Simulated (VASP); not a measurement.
# CrO2 (Cmcm) in VASP: single point with LDA

Aim: the single point of CrO2 with LDA.

Everything below comes from runs of VASP 6.6.1. Logs are shortened: lines on timing, memory, paths and dates and some standing lists are left out, and cuts for length are marked.

### 1 The structure

Symmetry: Cmcm, No. 63, orthorhombic system. Conventional cell: a = 2.864 Å, b = 5.227 Å, c = 10.788 Å, α = 90.00°, β = 90.00°, γ = 90.00°. Cr (site symmetry 2/m) has 6 O at 1.93 to 2.00 Å as nearest neighbours. Around O (site symmetry m) lie 3 Cr at 1.93 to 2.00 Å.

The cell comes from a database or a generator and needn't be the stable form of this composition.

### 2 Single point, LDA, collinear spin, typed start

INCAR

```
PREC     = Accurate       # precision mode
ENCUT    = 520            # plane-wave cutoff, eV
EDIFF    = 1E-6           # SCF threshold, eV
ISMEAR   = 1              # smearing method
SIGMA    = 0.02           # smearing width, eV
LREAL    = False          # projectors in reciprocal space
LASPH    = True           # aspherical terms in the spheres
NELM     = 150            # most SCF steps
ALGO     = Fast           # electronic algorithm
ISIF     = 2              # what is computed and relaxed
LWAVE    = False          # write WAVECAR
LCHARG   = False          # write CHGCAR
ISPIN    = 2              # spin polarisation
MAGMOM   = 3 -3 0 0 0 0   # initial moments
LORBIT   = 11             # projections on sites
LMAXMIX  = 4              # l up to which the mixer works
GGA      = CA             # functional
NBANDS   = 37             # bands
```

KPOINTS

```
Automatic mesh
0
Gamma
  7 7 2
```

POSCAR

```
CrO2
1.0
    1.4318600000     -2.6135190000      0.0000000000
    1.4318600000      2.6135190000      0.0000000000
    0.0000000000      0.0000000000     10.7884890000
Cr O
2 4
Direct
    0.0000000000      0.0000000000      0.5000000000
    0.0000000000      0.0000000000      0.0000000000
    0.6640970000      0.3359030000      0.5891990000
    0.6640970000      0.3359030000      0.9108010000
    0.3359030000      0.6640970000      0.4108010000
    0.3359030000      0.6640970000      0.0891990000
```

Potentials or basis: VASP PAW LDA potentials, release 64 (Cr_pv, O).

Launch:

```sh
cat potpaw_LDA.64/Cr_pv/POTCAR potpaw_LDA.64/O/POTCAR > POTCAR
mpirun -np 1 vasp_std > vasp.out
```

OUTCAR:

```text
PREC = Accurate
   ENCUT = 520
   EDIFF = 1E-6
   ISMEAR = 1
   LREAL = False
   LASPH = True
   NELM = 150
   ISIF = 2
   ISPIN = 2
   LORBIT = 11
   GGA = CA

 ion  position               nearest neighbor table
   1  0.000  0.000  0.500-   3 1.93   5 1.93   3 1.93   5 1.93   3 2.00   5 2.00
   2  0.000  0.000  0.000-   4 1.93   6 1.93   4 1.93   6 1.93   4 2.00   6 2.00
   3  0.664  0.336  0.589-   1 1.93   1 1.93   1 2.00
   4  0.664  0.336  0.911-   2 1.93   2 1.93   2 2.00
   5  0.336  0.664  0.411-   1 1.93   1 1.93   1 2.00
   6  0.336  0.664  0.089-   2 1.93   2 1.93   2 2.00

  LATTYP: Found a base centered orthorhombic cell.
 ALAT       =     2.8637200000
 B/A-ratio  =     1.8252615479
 C/A-ratio  =     3.7672988281

  Lattice vectors:

 A1 = (   1.4318600000,  -2.6135190000,   0.0000000000)
 A2 = (   1.4318600000,   2.6135190000,   0.0000000000)
 A3 = (   0.0000000000,   0.0000000000,  10.7884890000)

Analysis of symmetry for initial positions (statically):
=====================================================================
 Subroutine PRICEL returns:
 Original cell was already a primitive cell.

 Routine SETGRP: Setting up the symmetry group for a
 base centered orthorhombic supercell.

 Subroutine GETGRP returns: Found  8 space group operations
 (whereof  4 operations were pure point group operations)
 out of a pool of  8 trial point group operations.

The static configuration has the point symmetry C_2h.
 The point group associated with its full space group is D_2h.

Analysis of symmetry for dynamics (positions and initial velocities):
=====================================================================
 Subroutine PRICEL returns:
 Original cell was already a primitive cell.

 Routine SETGRP: Setting up the symmetry group for a
 base centered orthorhombic supercell.

 Subroutine GETGRP returns: Found  8 space group operations
 (whereof  4 operations were pure point group operations)
 out of a pool of  8 trial point group operations.

The dynamic configuration has the point symmetry C_2h.
 The point group associated with its full space group is D_2h.

Analysis of structural, dynamic, and magnetic symmetry:
=====================================================================
 Subroutine PRICEL returns:
 Original cell was already a primitive cell.

 Routine SETGRP: Setting up the symmetry group for a
 base centered orthorhombic supercell.

 Subroutine GETGRP returns: Found  8 space group operations
 (whereof  4 operations were pure point group operations)
[... 152 lines left out ...]

 number of electron      47.9999997 magnetization       0.0000000

 Free energy of the ion-electron system (eV)
  ---------------------------------------------------
  ext. energy  EPLUGINS =         0.00000000
  ---------------------------------------------------
  free energy    TOTEN  =       -53.76661249 eV

  energy without entropy =      -53.76620431  energy(sigma->0) =      -53.76647643

 E-fermi :   1.5795     XC(G=0): -10.0176

 val. band max:        1.5787450722   @ k =   0.2857   0.2857   0.0000
 cond. band min:       1.5798645872   @ k =   0.1429   0.1429   0.5000
 fundamental gap:      0.0011195150
 Fermi energy:         1.5795456054

 spin component 1

 k-point     1 :       0.0000    0.0000    0.0000
  band No.  band energies     occupation
      1     -42.7713      1.00000
      2     -42.7112      1.00000
      3     -42.6683      1.00000
      4     -40.8065      1.00000
      5     -40.7827      1.00000
      6     -40.6042      1.00000
[... 925 lines left out ...]
     35      11.1280      0.00000
     36      13.5760      0.00000

 [... further k-points ...]

 spin component 2

 k-point     1 :       0.0000    0.0000    0.0000
  band No.  band energies     occupation
      1     -42.7713      1.00000
      2     -42.7112      1.00000
      3     -42.6683      1.00000
      4     -40.8065      1.00000
      5     -40.7827      1.00000
      6     -40.6042      1.00000
[... 925 lines left out ...]
     35      11.1280      0.00000
     36      13.5747      0.00000

 [... further k-points ...]

 [bands above 36 left out]

------------------------ aborting loop because EDIFF is reached ----------------------------------------

  FORCE on cell =-STRESS in cart. coord.  units (eV):
  Direction    XX          YY          ZZ          XY          YZ          ZX
  --------------------------------------------------------------------------------------
  -------------------------------------------------------------------------------------
  Total       -7.7729457    -11.1450709     -5.5570220      0.0000000     -0.0000000      0.0000000
  in kB     -154.2337360   -221.1447232   -110.2645373      0.0000000     -0.0000000      0.0000000
  external PRESSURE =    -161.8809988 kB  Pullay stress =       0.0000000 kB

 VOLUME and BASIS-vectors are now :
 -----------------------------------------------------------------------------
  energy-cutoff  :      520.00
  volume of cell :       80.75
      direct lattice vectors                 reciprocal lattice vectors
     1.431860000 -2.613519000  0.000000000     0.349196150 -0.191312939  0.000000000
     1.431860000  2.613519000  0.000000000     0.349196150  0.191312939  0.000000000
     0.000000000  0.000000000 10.788489000     0.000000000  0.000000000  0.092691386

 POSITION                                       TOTAL-FORCE (eV/Angst)
 -----------------------------------------------------------------------------------
      0.00000      0.00000      5.39424         0.000000     -0.000000      0.000000
      0.00000      0.00000      0.00000         0.000000     -0.000000      0.000000
      1.43186     -0.85774      6.35657         0.000000     -0.133058     -1.328186
      1.43186     -0.85774      9.82617         0.000000     -0.133058      1.328186
      1.43186      0.85774      4.43192         0.000000      0.133058      1.328186
      1.43186      0.85774      0.96232         0.000000      0.133058     -1.328186
 -----------------------------------------------------------------------------------
    total drift:                                0.000000     -0.000000      0.000000

  FREE ENERGIE OF THE ION-ELECTRON SYSTEM (eV)
  ---------------------------------------------------
  free  energy   TOTEN  =       -53.7666124856 eV

  energy  without entropy=      -53.7662043075  energy(sigma->0) =      -53.76647643

 total charge

# of ion       s       p       d       tot
------------------------------------------
    1        0.335   6.413   4.030  10.778
    2        0.335   6.413   4.030  10.778
    3        1.568   3.372   0.000   4.940
    4        1.568   3.372   0.000   4.940
    5        1.568   3.372   0.000   4.940
    6        1.568   3.372   0.000   4.940
--------------------------------------------------
tot          6.941  26.316   8.059  41.316

 magnetization (x)

# of ion       s       p       d       tot
------------------------------------------
    1        0.028   0.016   1.994   2.039
    2       -0.028  -0.016  -1.994  -2.039
    3        0.000  -0.049   0.000  -0.049
    4       -0.000   0.049   0.000   0.049
    5        0.000  -0.049   0.000  -0.049
    6       -0.000   0.049   0.000   0.049
--------------------------------------------------
tot          0.000   0.000   0.000   0.000
```

OSZICAR:

```text
N       E                     dE             d eps       ncg     rms          rms(c)
DAV:   1     0.563596073095E+03    0.56360E+03   -0.25514E+04  4752   0.136E+03
DAV:   2    -0.161113212845E+02   -0.57971E+03   -0.53506E+03  5048   0.414E+02
DAV:   3    -0.681638840452E+02   -0.52053E+02   -0.50836E+02  5274   0.137E+02
[... 12 lines left out ...]
RMM:  16    -0.537666070463E+02    0.26310E-04   -0.14498E-04  6891   0.548E-02    0.463E-02
RMM:  17    -0.537666096217E+02   -0.25753E-05   -0.63725E-05  7272   0.282E-02    0.232E-02
RMM:  18    -0.537666108607E+02   -0.12390E-05   -0.16862E-05  6640   0.143E-02    0.100E-02
RMM:  19    -0.537666120948E+02   -0.12341E-05   -0.51871E-06  5415   0.748E-03    0.499E-03
RMM:  20    -0.537666124856E+02   -0.39083E-06   -0.18039E-06  4791   0.460E-03
   1 F= -.53766612E+02 E0= -.53766476E+02  d E =-.408178E-03  mag=    -0.0000
```

stdout:

```text
POSCAR found type information on POSCAR CrO
 POSCAR found :  2 types and       6 ions
 scaLAPACK will be used
 LDA part: xc-table for (Slater(with rela. corr.)+CA(PZ))
 , standard interpolation
 POSCAR, INCAR and KPOINTS ok, starting setup
 FFT: planning ... GRIDC
 FFT: planning ... GRID_SOFT
 FFT: planning ... GRID
 WAVECAR not read
 entering main loop
WARNING in EDDRMM: call to ZHEGV failed, returncode =   6  3     34
```

Run time: 2.1 min. Hardware: 1 thread of Intel Xeon 6975P-C (Granite Rapids), shared host; peak memory 0.26 GiB.

What came out:

```yaml
Free_energy: -53.7666 eV
Pressure: -16.2 GPa
Largest_force: 1.335 eV/Å
Band_gap_on_the_k_mesh: none (metal or under the smearing width)
Net_moment: 0.00 μB per cell
Site_moments: Cr +2.04, -2.04; O -0.05, +0.05 μB
Valence_electrons_inside_the_program's_atomic_spheres: Cr 10.78; O 4.94
```

Forces on the atoms (eV/Å):
```
Cr   0.000  0.000  0.000
Cr   0.000  0.000  0.000
O    0.000 -0.133 -1.328
O    0.000 -0.133  1.328
O    0.000  0.133  1.328
O    0.000  0.133 -1.328
```

Levels at points of the mesh, in eV from the Fermi level:
Spin up:
```
           k point  band 21  band 22  band 23  band 24  band 25  band 26  band 27  band 28
(0.00, 0.00, 0.00)    -1.59    -1.56    -1.26    -1.14     0.59     0.66     0.84     2.22
(0.00, 0.00, 0.50)    -1.59    -1.56    -1.26    -1.14     0.59     0.66     0.84     2.22
```
Spin down:
```tsv
k point	band 22	band 23	band 24	band 25	band 26	band 27
(0.00, 0.00, 0.00)	-1.56	-1.26	-1.14	0.59	0.66	0.84
(0.00, 0.00, 0.50)	-1.56	-1.26	-1.14	0.59	0.66	0.84
```

Caveat: so large a pressure means that the cell lies far from this level's equilibrium, or that cutoff or potentials fall short; semilocal functionals often make such compounds metallic where correlation or magnetic order opens a gap, which also shifts bond lengths; forces of over 1 eV/Å show positions far from the minimum, so gaps and moduli don't describe the material at rest.
